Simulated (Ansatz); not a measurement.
# C_N in AlN (P6_3mc) against the share of exact exchange

Aim: the (0/−1) level of C_N in AlN (P6_3mc) as a function of the share of exact exchange, with the cost of each choice. The model is a cell of 128 host atoms with 1 N taken out and 1 C put in; the atoms are relaxed once and then held.

Method: plane-wave PAW DFT; relaxations with PBEsol, then single points with PBEsol and HSE06 form with several shares of exact exchange, on supercells at fixed charge in a uniform background, in Ansatz 0.2.0.

This is a report of a sequence of runs, with most program output left out.

## (1) The starting structure

The cell holds 128 atoms: 64 Al, 63 N and 1 C. Its edges and angles: a = 14.686 Å, b = 14.686 Å, c = 11.753 Å, α = 125.1°, β = 125.1°, γ = 94.5°. It derives from AlN (space group P6_3mc). Nearest the centre at fractional (0.554, 0.637, 0.750): C121 at 0.00 Å, Al55 at 1.89 Å, Al102 at 1.89 Å, Al117 at 1.89 Å, Al51 at 1.90 Å, N109 at 3.07 Å, N32 at 3.07 Å, N112 at 3.07 Å. The cell carries charge −1.

The host's dielectric constants go in as inputs: (4.50, 4.50, 4.73) for the electrons alone, (8.20, 8.20, 9.74) with the ions, computed on the host (DFPT, PBEsol).

The cell's shortest repeat is 11.8 Å.

## (2) Relaxing both charge states, PBEsol

The study needs fixed structures, so each charge is relaxed once, at one point at (¼, ¼, ¼), from small random displacements that break the symmetry of the site.

qm1.relax/input.yaml reads:

```yaml
crystal:
  lattice:
    - [-4.67041106, 2.69646303, 4.9836768]
    - [4.67041106, -2.69646303, 4.9836768]
    - [1.55680365, 2.69646308, -4.9836768]
  atoms:
    - { symbol: Al, position: [0.416184, 0.08285, 0.0] }
    - { symbol: Al, position: [0.416184, 0.58285, 0.5] }
    - { symbol: Al, position: [0.916184, 0.08285, 0.5] }
    - { symbol: Al, position: [0.916184, 0.58285, 0.0] }
    - { symbol: Al, position: [0.33285, 0.166184, 0.5] }
    - { symbol: Al, position: [0.33285, 0.666184, 0.0] }
    - { symbol: Al, position: [0.83285, 0.166184, 0.0] }
    - { symbol: Al, position: [0.83285, 0.666184, 0.5] }
    - { symbol: "N", position: [0.10715, 0.273816, 0.5] }
    - { symbol: "N", position: [0.10715, 0.773816, 0.0] }
    - { symbol: "N", position: [0.60715, 0.273816, 0.0] }
    - { symbol: "N", position: [0.60715, 0.773816, 0.5] }
    - { symbol: "N", position: [0.023816, 0.35715, 0.0] }
    - { symbol: "N", position: [0.023816, 0.85715, 0.5] }
    - { symbol: "N", position: [0.523816, 0.35715, 0.5] }
    - { symbol: "N", position: [0.523816, 0.85715, 0.0] }
  supercell: [2, 2, 2]
  defects: [{ substitution: { at: 120, symbol: C } }]
total_charge: -1
basis:
  ecutwfc: 420
  xc_grid: 2
hamiltonian:
  xc: pbesol
  pseudopotentials: { kind: paw, azcp: { folder: soft_1 }, xc_functional: pbe }
kpoints:
  mp_grid: { grid: [1, 1, 1], shift: [0.25, 0.25, 0.25] }
scf:
  occupations: { method: fixed }
  max_iter: 100
output:
  forces: true
  charged_corrections:
    epsilon: [4.5, 4.5, 4.73]
    static_epsilon: [8.2, 8.2, 9.74]
    defect_position: [0.553575, 0.636908, 0.75]
relax:
  f_tol: 0.015
  max_steps: 60
  random_displacement: { amplitude: 0.04, seed: 8203 }
checkpoint:
  write: "../qm1.relax.run"
  compress: false
  write_wavefunctions: true
  write_every: 100000
```

On the command line:

```
> ansatz run input.yaml --threads 32 --pin off --max-ram 84787MiB --backend cuda --events-out ev --progress --plain --runs-dir out --max-vram 78GiB
```

The job ended after 6.6 s (1 × NVIDIA GB200 with 32 threads of Arm Neoverse V2, shared host; peak memory 1.7 GiB).

The steps of the relaxation:

| step | energy less that of the first step (eV) | largest force component (eV/Å) |
| --- | --- | --- |
| 1 | 0.0000 | 1.7327 |
| 2 | -1.6882 | 0.8558 |
| 3 | -2.4158 | 0.0888 |
| 4 | -2.4168 | 0.0256 |
| 5 | -2.4169 | 0.0140 |

The atoms that moved most (Å, from the sites as typed, ahead of the random displacement, the mean shift of all atoms taken out):

```csv
atom,dx,dy,dz,length
Al114,0.000,0.000,-0.070,0.070
N127,-0.033,0.020,0.035,0.051
N112,0.030,0.018,0.030,0.046
N125,-0.001,-0.034,0.030,0.045
N94,-0.012,0.008,-0.032,0.035
N12,-0.009,-0.033,-0.002,0.034
N108,0.023,0.025,-0.002,0.034
C121,0.000,0.000,0.034,0.034
```

Neighbours of C121 at the end:

```csv
atom,distance (Å)
Al102,1.889
Al55,1.889
Al117,1.891
Al51,1.910
Al114,2.976
N125,3.090
N112,3.090
N127,3.096
N32,3.130
N109,3.131
N94,3.134
N107,3.145
N90,3.145
N106,3.147
N108,3.147
N59,3.147
```

```csv
charge,moment set (μB),steps,largest displacement (Å),time
−1,0,5,0.07,6.6 s
0,1,8,0.08,13 s
```

The relaxation ends 19 meV an atom lower than the displaced start, with a largest force component of 0.014 eV/Å.

## (3) First setting: 0 (PBEsol)

Exact exchange opens the gap of the host. A level of a localised state need not follow either band edge, so its distance to each edge changes.

qm1.a0/input.yaml reads:

```yaml
crystal:
  checkpoint: "../qm1.relax.run"
  host: checkpoint
total_charge: -1
basis:
  ecutwfc: 420
  xc_grid: 2
hamiltonian:
  xc: pbesol
  pseudopotentials: { kind: paw, azcp: { folder: soft_1 }, xc_functional: pbe }
kpoints:
  mp_grid: { grid: [1, 1, 1], shift: [0.25, 0.25, 0.25] }
scf:
  occupations: { method: fixed }
  max_iter: 100
output:
  forces: true
  charged_corrections:
    epsilon: [4.5, 4.5, 4.73]
    static_epsilon: [8.2, 8.2, 9.74]
    defect_position: [0.553575, 0.636908, 0.75]
  eigenvalues: true
  eigenstates: { localisation: true }
checkpoint:
  read: "../qm1.relax.run"
  write: "../qm1.a0.run"
  compress: false
  write_wavefunctions: false
  write_every: 100000
```

Elapsed: 2.3 s, on 1 × NVIDIA GB200 with 32 threads; peak memory 1.6 GiB.

Both charges and the host at this setting go to place-levels, which corrects for the image charge and aligns the potentials.

levels.a0.yaml reads:

```yaml
host:
  run: host.a0.run
states: [qm1.a0.run, q0_M1.a0.run]
geometry_from:
  qm1.a0.run: qm1.relax.run
  q0_M1.a0.run: q0_M1.relax.run
  host.a0.run: host.relax.run
chemical_potentials:
  "N":
    energy: -378.476431
    dataset: "<sha256 of the dataset>"
  C:
    energy: -246.668769
    dataset: "<sha256 of the dataset>"
```

On the command line:

```
> ansatz place-levels levels.a0.yaml -- --threads 32 --pin off --max-ram 84787MiB --backend cuda --max-vram 78GiB
```

Run time: 0.16 s. Hardware: 32 threads.

At this setting the gap is 4.098 eV and (0/−1) lies 0.903 eV above the valence top.

## (4) The other settings

From the second setting on only the share changes; the first is PBEsol, whose semilocal part differs from that of the hybrids. The next input; the others follow the same pattern (0.2, 0.25, 0.3 and 0.4):

qm1.a10/input.yaml, as its differences from qm1.a0/input.yaml of step 3:

```diff
@@ -8,4 +8,4 @@
 hamiltonian:
-  xc: pbesol
-  pseudopotentials: { kind: paw, azcp: { folder: soft_1 }, xc_functional: pbe }
+  xc: { preset: hse06, exx: 0.1 }
+  pseudopotentials: { kind: paw, azcp: { folder: soft_1 } }
 kpoints:
@@ -25,3 +25,3 @@
   read: "../qm1.relax.run"
-  write: "../qm1.a0.run"
+  write: "../qm1.a10.run"
   compress: false
```

## (5) Result against cost

Times of the states on 1 × NVIDIA GB200 with 32 threads of Arm Neoverse V2, shared host; the host is run again at each setting:

```csv
share of exact exchange,gap (eV),(0/−1) above the valence top (eV),under the conduction bottom (eV),"time, both charge states","time, host and placing",peak memory of a state (GiB)
0 (PBEsol) *,4.098,0.903,3.195,6.9 s,2.4 s,2.2
0.1,4.712,1.208,3.504,39 s,3.2 min,4.1
0.2,5.259,1.509,3.750,46 s,3.5 min,4.1
0.25,5.537,1.667,3.871,48 s,4 min,4.1
0.3,5.819,1.829,3.990,49 s,3.7 min,4.0
0.4,6.390,2.165,4.225,61 s,3.9 min,3.9
```

* started from the relaxation's converged state in the same settings, so its time is no fair cost.

## (6) Results

```yaml
0_minus_1_level_0_pbesol: 0.90 eV
0_minus_1_level_0p1: 1.21 eV
0_minus_1_level_0p2: 1.51 eV
0_minus_1_level_0p25: 1.67 eV
0_minus_1_level_0p3: 1.83 eV
0_minus_1_level_0p4: 2.17 eV
slope_of_the_gap_among_the_hybrids: 0.56 eV per 0.1 of exact exchange
```

What this shows: From a share of 0 (PBEsol) to 0.4 the gap opens from 4.10 to 6.39 eV and (0/−1) moves from 0.90 to 2.17 eV above the valence top. Among the hybrids, by fitted slopes, the level takes 57 % of the gap's opening, between the two edges, as a localised state does. The atoms were held at the semilocal structure, so a distortion that exact exchange would bring is missing. The program warns that hybrid band edges depend on the exchange mesh, which was not varied here; the gaps and slopes may carry that error. Only the charges −1 and 0 were run, each from one start, so (0/−1) need not be a change between stable states. Keep in mind: one k-point off the zone centre stands for the whole zone; the structures are those of PBEsol; force components of up to 0.59 eV/Å remain in a run at the final settings.

[Logs are printed without paths, hosts, clocks, repeated set-up lines and the standing remarks that a program may print on its own settings, such as how far it seeks lower states.]

[Hosts, paths, dates, database ids (printed as entryN), source tags and the programs' standing remarks are cut or masked in the printed files.]

[Where a table of states has a column of steps, it counts the stored structures, which are thinned; the runs took as many ionic steps or more.]

[For some hosts the program warned that the k-mesh of the response run may be too coarse for force constants and the static dielectric constant; such warnings are not shown here.]
